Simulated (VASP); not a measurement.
VASP 6.6.1 run: InAs

INCAR

```
NELECT = 17.98
NSW = 0
LASPH = .TRUE.
LCHARG = .FALSE.
SIGMA = 0.02
ISMEAR = -1
EDIFF = 1E-7
PREC = Accurate
LWAVE = .FALSE.
NELM = 120
LREAL = .FALSE.
NBANDS = 16
ISIF = 2
ENCUT = 520
GGA = CA
IBRION = -1
```

KPOINTS

```
KPOINTS created by Atomic Simulation Environment
0
Gamma
8 8 8
0 0 0
```

POSCAR

```
In As
 1.0000000000000000
     0.0000000000000000    3.0545904682624379    3.0545904682624379
     3.0545904682624379    0.0000000000000000    3.0545904682624379
     3.0545904682624379    3.0545904682624379    0.0000000000000000
 In  As
   1   1
Cartesian
  0.0000000000000000  0.0000000000000000 -0.0000000000000000
  1.5272952341312187  1.5272952341312187  1.5272952341312187
```

The recommended LDA PAW datasets give the neutral cell 18 valence electrons.

Command

```
mpirun -np 1 vasp_std
```

Task: How does this run end, and what does it give?

Result: It converged. Results: pressure -2.7 GPa.

OSZICAR

```
N       E                     dE             d eps       ncg     rms          rms(c)
DAV:   1     0.110117148937E+03    0.11012E+03   -0.75395E+03   944   0.113E+03
DAV:   2    -0.194308473166E+01   -0.11206E+03   -0.10739E+03  1008   0.296E+02
DAV:   3    -0.917785525803E+01   -0.72348E+01   -0.71988E+01  1176   0.735E+01
DAV:   4    -0.937161582138E+01   -0.19376E+00   -0.19367E+00  1144   0.135E+01
DAV:   5    -0.938103396778E+01   -0.94181E-02   -0.94179E-02  1368   0.258E+00    0.442E+00
DAV:   6    -0.912856163404E+01    0.25247E+00   -0.34599E-01  1456   0.992E+00    0.243E+00
DAV:   7    -0.909378465480E+01    0.34777E-01   -0.95665E-02  1328   0.270E+00    0.662E-01
DAV:   8    -0.909048634122E+01    0.32983E-02   -0.10403E-02  1184   0.116E+00    0.186E-01
DAV:   9    -0.909039296354E+01    0.93378E-04   -0.71940E-04  1208   0.243E-01    0.112E-01
DAV:  10    -0.909041566052E+01   -0.22697E-04   -0.85259E-05  1400   0.136E-01    0.602E-02
DAV:  11    -0.909042077899E+01   -0.51185E-05   -0.23553E-05  1304   0.874E-02    0.441E-02
DAV:  12    -0.909041869867E+01    0.20803E-05   -0.35271E-06  1360   0.229E-02    0.748E-03
DAV:  13    -0.909041872003E+01   -0.21357E-07   -0.54748E-07  1168   0.403E-03
   1 F= -.90904187E+01 E0= -.90900803E+01  d E =-.676928E-03
```

The cell is charged and sits in a uniform background.

For comparison, a separate LDA run of the intended cell, on usual settings and not on those above, gives a gap of 0.00 eV on its mesh and a pressure of -2.1 GPa.
